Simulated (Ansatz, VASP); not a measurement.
**Two plane-wave programs on Sb**

```xyz
4
Lattice="4.5277 0.0000 0.0000 0.0000 4.4211 0.0000 -1.3205 0.0000 6.3643" Properties=species:S:1:pos:R:3 pbc="T T T"
Sb    0.6363    1.1053    4.3511
Sb    3.2336    3.3158    4.8545
Sb   -0.0264    1.1053    1.5099
Sb    2.5709    3.3158    2.0132
```

This isn't the form of Sb at room conditions, which is rhombohedral.

Alike in both runs: task single point; functional PBE; k mesh 6 × 6 × 4; occupations fermi-dirac, width 0.05 eV; no spin polarisation.

```csv
,VASP,Ansatz
version,VASP 6.6.1,Ansatz 0.2.0
potentials or method,"VASP PAW PBE potentials, release 64 (Sb)",Ansatz PAW
plane-wave cutoff (eV),520,420
valence electrons in the cell,20,60
```

```csv
,VASP,Ansatz,Ansatz less VASP
gap on the k mesh at the Fermi level (eV),none,none,-
pressure (GPa),0.1,0.1,-0.03
largest component of the traceless stress (GPa),0.44,0.41,-0.030
rms of the force components (eV/Å),0.071,0.071,+0.0005
```

Atom by atom the forces differ by 0.019 eV/Å (rms over components). A gap of «none» marks a metal or a gap that the smearing closes. The two sets of potentials don't hold the same shells in valence.

The runs have no spin-orbit coupling, so splittings on Sb are missing.
